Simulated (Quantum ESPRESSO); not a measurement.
# Al2Au (Fm-3m) in Quantum ESPRESSO: reference runs

Aim: a first look at Al2Au with PBEsol, on the cell as given and on a disturbed one.

Program: Quantum ESPRESSO 7.5. These are calculated values, not measurements. Logs are shortened: lines on timing, memory, paths and dates and some standing lists are left out, and cuts for length are marked.

### Step 1. Starting point

Symmetry: Fm-3m, No. 225, cubic system. Conventional cell: a = 6.000 Å, b = 6.000 Å, c = 6.000 Å, α = 90.00°, β = 90.00°, γ = 90.00°. Au (site symmetry m-3m) has 8 Al at 2.60 Å as nearest neighbours. Around Al (site symmetry -43m) lie 4 Au at 2.60 Å.

### Step 2. Single point, PBEsol

pw.in reads:

```
&CONTROL
  calculation = 'scf'
  prefix = 'pwscf'
  outdir = './tmp'
  pseudo_dir = './pseudo'
  tprnfor = .true.
  tstress = .true.
  disk_io = 'low'
/
&SYSTEM
  ibrav = 0
  nat = 3
  ntyp = 2
  ecutwfc = 45
  ecutrho = 360
  nbnd = 15
  occupations = 'smearing'
  smearing = 'fd'
  degauss = 0.00367493
/
&ELECTRONS
  conv_thr = 6d-10
  electron_maxstep = 120
  mixing_beta = 0.5
/
ATOMIC_SPECIES
Au   196.9666 au_pbesol_v1.uspp.F.UPF
Al    26.9815 al_pbesol_v1.uspp.F.UPF
CELL_PARAMETERS angstrom
   0.0000000000    3.0000000000    3.0000000000
   3.0000000000    0.0000000000    3.0000000000
   3.0000000000    3.0000000000    0.0000000000
ATOMIC_POSITIONS crystal
Au     0.0000000000    0.0000000000    0.0000000000
Al     0.7500000000    0.7500000000    0.7500000000
Al     0.2500000000    0.2500000000    0.2500000000
K_POINTS automatic
8 8 8 0 0 0
```

pp_density.in reads:

```
&INPUTPP
  prefix = 'pwscf'
  outdir = './tmp'
  filplot = 'density.dat'
  plot_num = 0
/
&PLOT
  nfile = 1
  filepp(1) = 'density.dat'
  iflag = 3
  output_format = 6
  fileout = 'density.cube'
/
```

pp_potential.in reads:

```
&INPUTPP
  prefix = 'pwscf'
  outdir = './tmp'
  filplot = 'potential.dat'
  plot_num = 11
/
&PLOT
  nfile = 1
  filepp(1) = 'potential.dat'
  iflag = 3
  output_format = 6
  fileout = 'potential.cube'
/
```

Potentials or basis: GBRV 1.5 PBEsol.

Launch:

```bash
OMP_NUM_THREADS=1 mpirun -n 2 pw.x -nk 2 -in pw.in > pw.out
OMP_NUM_THREADS=1 mpirun -n 1 pp.x -in pp_density.in > pp_density.out
OMP_NUM_THREADS=1 mpirun -n 1 pp.x -in pp_potential.in > pp_potential.out
```

pw.out:

```text
This program is part of the open-source Quantum ESPRESSO suite
     for quantum simulation of materials; please cite
[... 13 lines left out ...]
     --------------------
     sticks:   dense  smooth     PW     G-vecs:    dense   smooth      PW
     Sum        1597     805    253                42087    14841    2565

     Using Slab Decomposition

     bravais-lattice index     =            0
     lattice parameter (alat)  =       8.0174  a.u.
     unit-cell volume          =     364.4101 (a.u.)^3
     number of atoms/cell      =            3
     number of atomic types    =            2
     number of electrons       =        17.00
     number of Kohn-Sham states=           15
     kinetic-energy cutoff     =      45.0000  Ry
     charge density cutoff     =     360.0000  Ry
     scf convergence threshold =      6.0E-10
     mixing beta               =       0.5000
     number of iterations used =            8  plain     mixing
     Exchange-correlation= SLA  PW   PSX  PSC
                           (   1   4  10   8   0   0   0)

     celldm(1)=   8.017429  celldm(2)=   0.000000  celldm(3)=   0.000000
     celldm(4)=   0.000000  celldm(5)=   0.000000  celldm(6)=   0.000000

     crystal axes: (cart. coord. in units of alat)
               a(1) = (   0.000000   0.707107   0.707107 )
               a(2) = (   0.707107   0.000000   0.707107 )
               a(3) = (   0.707107   0.707107   0.000000 )

     reciprocal axes: (cart. coord. in units 2 pi/alat)
               b(1) = ( -0.707107  0.707107  0.707107 )
               b(2) = (  0.707107 -0.707107  0.707107 )
               b(3) = (  0.707107  0.707107 -0.707107 )

     PseudoPot. # 1 for Au read from file:
     au_pbesol_v1.uspp.F.UPF
     Pseudo is Ultrasoft + core correction, Zval = 11.0
     Generated by new atomic code, or converted to UPF format
     Using radial grid of  985 points,  7 beta functions with:
                l(1) =   0
                l(2) =   0
                l(3) =   1
                l(4) =   1
                l(5) =   2
                l(6) =   2
                l(7) =   3
     Q(r) pseudized with  6 coefficients,  rinner =    1.900   1.900   1.900
                                                       1.900   1.900   1.900
                                                       1.900

     PseudoPot. # 2 for Al read from file:
     al_pbesol_v1.uspp.F.UPF
     Pseudo is Ultrasoft + core correction, Zval =  3.0
     Generated by new atomic code, or converted to UPF format
     Using radial grid of  893 points,  3 beta functions with:
                l(1) =   0
                l(2) =   1
                l(3) =   2
     Q(r) pseudized with  8 coefficients,  rinner =    0.900   0.900   0.900
                                                       0.900   0.900

     atomic species   valence    mass     pseudopotential
     Au               11.00   196.96660     Au( 1.00)
     Al                3.00    26.98150     Al( 1.00)

     48 Sym. Ops., with inversion, found

   Cartesian axes

     site n.     atom                  positions (alat units)
         1        Au     tau(   1) = (   0.0000000   0.0000000   0.0000000  )
         2        Al     tau(   2) = (   1.0606602   1.0606602   1.0606602  )
         3        Al     tau(   3) = (   0.3535534   0.3535534   0.3535534  )

     number of k points=    29  Fermi-Dirac smearing, width (Ry)=  0.0037
                       cart. coord. in units 2pi/alat
        k(    1) = (   0.0000000   0.0000000   0.0000000), wk =   0.0039062
        k(    2) = (   0.0883883   0.0883883  -0.0883883), wk =   0.0312500
        k(    3) = (   0.1767767   0.1767767  -0.1767767), wk =   0.0312500
        k(    4) = (   0.2651650   0.2651650  -0.2651650), wk =   0.0312500
        k(    5) = (  -0.3535534  -0.3535534   0.3535534), wk =   0.0156250
        k(    6) = (   0.1767767   0.0000000   0.0000000), wk =   0.0234375
[... 21 lines left out ...]
        k(   28) = (  -0.7071068   0.1767767  -0.0000000), wk =   0.0468750
        k(   29) = (  -0.7071068   0.3535534   0.0000000), wk =   0.0234375

     Dense  grid:    42087 G-vectors     FFT dimensions: (  50,  50,  50)

     Smooth grid:    14841 G-vectors     FFT dimensions: (  36,  36,  36)

     Initial potential from superposition of free atoms

     starting charge      16.9952, renormalised to      17.0000
     Starting wfcs are   17 randomized atomic wfcs

     Self-consistent Calculation

     iteration #  1     ecut=    45.00 Ry     beta= 0.50
     Davidson diagonalization with overlap
     ethr =  1.00E-02,  avg # of iterations =  4.1

     total energy              =    -128.00178651 Ry
     estimated scf accuracy    <       0.42834868 Ry

     iteration #  2     ecut=    45.00 Ry     beta= 0.50
     Davidson diagonalization with overlap
     ethr =  2.52E-03,  avg # of iterations =  2.0
[... 71 lines left out ...]
     total energy              =    -128.17756334 Ry
     estimated scf accuracy    <          6.2E-10 Ry

     iteration # 13     ecut=    45.00 Ry     beta= 0.50
     Davidson diagonalization with overlap
     ethr =  3.66E-12,  avg # of iterations =  2.0

     End of self-consistent calculation

          k = 0.0000 0.0000 0.0000 (  1837 PWs)   bands (ev):

    -1.0322   2.9197   2.9197   2.9197   3.8822   3.8822  11.7466  12.4963
    12.4963  12.4963  13.4372  13.4372  13.4372  15.2466  15.2467

          k = 0.0884 0.0884-0.0884 (  1868 PWs)   bands (ev):

    -0.8278   2.8549   2.9703   2.9703   3.8721   3.8721  10.0931  11.7992
    11.7992  11.9979  14.1451  14.1451  14.7417  14.8695  14.8695
[... 83 lines left out ...]
     2.0729   2.3030   3.1571   3.6527   3.9577   4.1175   4.8956   7.0365
     7.7258  11.1167  12.2503  16.4658  17.8485  18.9893  19.2259

          k = 0.0000-0.5303 0.5303 (  1850 PWs)   bands (ev):

     2.1357   2.7361   2.9348   3.6230   3.9466   3.9748   4.9109   6.1227
     8.1592  11.3514  13.8943  15.5732  17.2019  17.6997  18.5032

          k =-0.7071 0.0000 0.0000 (  1868 PWs)   bands (ev):

     2.2257   2.4255   3.2993   3.7327   3.7327   4.1799   4.5100   7.4103
     7.4103  10.7870  11.5879  17.2309  19.2823  19.2823  19.8288

          k = 0.3536 0.1768 0.0000 (  1866 PWs)   bands (ev):

     0.2826   2.5632   3.1920   3.2529   3.7132   4.0201   7.3671   8.1635
     9.9217  12.2981  13.2033  14.3616  15.3172  16.7531  16.9252

          k =-0.2652-0.4419 0.6187 (  1857 PWs)   bands (ev):
[... 16 lines left out ...]
     2.1036   2.5020   3.1011   3.6255   3.7395   4.1580   5.0252   6.3213
     7.8049  12.2677  14.0693  14.5198  16.5508  17.8109  18.8974

          k = 0.0000-0.3536 0.5303 (  1848 PWs)   bands (ev):

     1.8517   2.5143   3.2219   3.5666   3.6833   3.9848   5.6791   5.9196
     8.2846  12.6472  13.8291  14.9849  16.1540  16.9819  18.9397

          k =-0.7071 0.1768-0.0000 (  1842 PWs)   bands (ev):

     2.2870   2.6419   2.8651   3.7329   3.9461   4.3591   4.4156   6.7002
     7.3579  11.7390  12.5194  15.8333  17.6673  18.9238  19.8036

          k =-0.7071 0.3536 0.0000 (  1856 PWs)   bands (ev):

     2.4882   2.4882   3.1919   3.2787   3.7331   4.3224   5.4991   5.4991
     7.3195  13.6584  13.6584  14.7488  14.7999  18.7280  20.6696

     the Fermi energy is     9.5367 ev

!    total energy              =    -128.17756334 Ry
     estimated scf accuracy    <          3.7E-11 Ry
     smearing contrib. (-TS)   =      -0.00062749 Ry
     internal energy E=F+TS    =    -128.17693584 Ry

     The total energy is F=E-TS. E is the sum of the following terms:
     one-electron contribution =      -9.12361490 Ry
     hartree contribution      =      18.65258208 Ry
     xc contribution           =     -70.43278883 Ry
     ewald contribution        =     -67.27311419 Ry

     convergence has been achieved in  13 iterations

     Forces acting on atoms (cartesian axes, Ry/au):

     atom    1 type  1   force =     0.00000000   -0.00000000   -0.00000000
     atom    2 type  2   force =     0.00000000    0.00000000   -0.00000000
     atom    3 type  2   force =    -0.00000000    0.00000000    0.00000000

     Total force =     0.000000     Total SCF correction =     0.000000

     Computing stress (Cartesian axis) and pressure

          total   stress  (Ry/bohr**3)                   (kbar)     P=       -1.45
  -0.00000985   0.00000000   0.00000000           -1.45        0.00        0.00
   0.00000000  -0.00000985   0.00000000            0.00       -1.45        0.00
   0.00000000   0.00000000  -0.00000985            0.00        0.00       -1.45

=------------------------------------------------------------------------------=
   JOB DONE.
=------------------------------------------------------------------------------=
```

pp_density.out:

```text
This program is part of the open-source Quantum ESPRESSO suite
     for quantum simulation of materials; please cite
         "P. Giannozzi et al., J. Phys.:Condens. Matter 21 395502 (2009);
         "P. Giannozzi et al., J. Phys.:Condens. Matter 29 465901 (2017);
         "P. Giannozzi et al., J. Chem. Phys. 152 154105 (2020);
     in publications or presentations arising from this work. More details at

     IMPORTANT: XC functional enforced from input :
     Exchange-correlation= PBESOL
                           (   1   4  10   8   0   0   0)
     Any further DFT definition will be discarded
     Please, verify this is what you really want

     G-vector sticks info
     --------------------
     sticks:   dense  smooth     PW     G-vecs:    dense   smooth      PW
     Sum        1597     805    253                42087    14841    2565

     Using Slab Decomposition

     Calling punch_plot, plot_num =   0
     Writing data to file  density.dat
     Reading data from file  density.dat

     Writing data to be plotted to file density.cube
     Plot Type: 3D                     Output format: Gaussian cube

=------------------------------------------------------------------------------=
   JOB DONE.
=------------------------------------------------------------------------------=
```

Run time: 18 s. Hardware: 2 MPI ranks of Intel Xeon 6975P-C (Granite Rapids), shared host; peak memory 0.4 GiB.

Results:

```yaml
Free_energy: -1743.9446 eV
Pressure: -0.1 GPa
Band_gap_on_the_k_mesh: none (metal or under the smearing width)
```

Levels at points of the mesh, in eV from the Fermi level:
```tsv
k point	band 5	band 6	band 7	band 8	band 9	band 10	band 11	band 12	band 13	band 14
(0.00, 0.00, 0.00)	-5.65	-5.65	2.21	2.96	2.96	2.96	3.90	3.90	3.90	5.71
(0.00, 0.00, -0.50)	-5.54	-5.54	-5.46	0.36	0.36	3.23	3.57	3.80	3.80	8.84
(0.00, -0.50, -0.50)	-5.80	-5.36	-5.03	-2.13	-2.13	1.25	2.05	7.69	9.75	9.75
```

The run has no spin-orbit coupling, so splittings on Au are missing.

### Step 3. Single point, PBEsol (atoms moved at random, drawn with an rms of 0.05 Å)

Changes to pw.in since step 2:

```diff
@@ -7,3 +7,3 @@
   tstress = .true.
-  disk_io = 'low'
+  disk_io = 'nowf'
 /
@@ -33,5 +33,5 @@
 ATOMIC_POSITIONS crystal
-Au     0.0000000000    0.0000000000    0.0000000000
-Al     0.7500000000    0.7500000000    0.7500000000
-Al     0.2500000000    0.2500000000    0.2500000000
+Au    -0.0093480000   -0.0091520000    0.0113400000
+Al     0.7310250000    0.7567500000    0.7631390000
+Al     0.2417210000    0.2516200000    0.2599490000
 K_POINTS automatic
```

Potentials or basis: GBRV 1.5 PBEsol.

Launch:

```bash
OMP_NUM_THREADS=1 mpirun -n 2 pw.x -nk 2 -in pw.in > pw.out
```

Wall time 59 s (2 MPI ranks of Intel Xeon 6975P-C (Granite Rapids), shared host); peak memory 0.5 GiB.

Results (log left out):

```yaml
Free_energy: -1743.9323 eV
Pressure: 0.0 GPa
Largest_force: 0.398 eV/Å
Band_gap_on_the_k_mesh: none (metal or under the smearing width)
```

Forces on the atoms (eV/Å):
```
Au   0.326 -0.101  0.205
Al  -0.239  0.108 -0.040
Al  -0.087 -0.007 -0.164
```

Stress tensor (GPa, compression positive):
```
-0.04 -0.38 -0.36
-0.38  0.03  0.48
-0.36  0.48  0.00
```

Levels at points of the mesh, in eV from the Fermi level:
| k point | band 7 | band 8 | band 9 | band 10 | band 11 | band 12 |
| --- | --- | --- | --- | --- | --- | --- |
| (0.00, 0.00, 0.00) | 2.20 | 2.89 | 2.97 | 2.97 | 3.90 | 3.91 |
| (0.00, 0.00, -0.50) | -5.45 | 0.31 | 0.43 | 3.18 | 3.56 | 3.77 |
| (0.00, -0.50, -0.50) | -5.03 | -2.13 | -2.12 | 1.24 | 2.05 | 7.70 |
| (0.50, 0.50, 0.50) | -5.45 | 0.31 | 0.43 | 3.20 | 3.56 | 3.75 |
| (-0.50, 0.00, 0.00) | -5.52 | 0.32 | 0.34 | 3.24 | 3.57 | 3.82 |
| (0.00, -0.50, 0.00) | -5.44 | 0.32 | 0.43 | 3.20 | 3.56 | 3.74 |
| (-0.50, 0.00, -0.50) | -5.04 | -2.13 | -2.12 | 1.24 | 2.05 | 7.69 |
| (-0.50, -0.50, 0.00) | -5.03 | -2.13 | -2.12 | 1.24 | 2.05 | 7.69 |
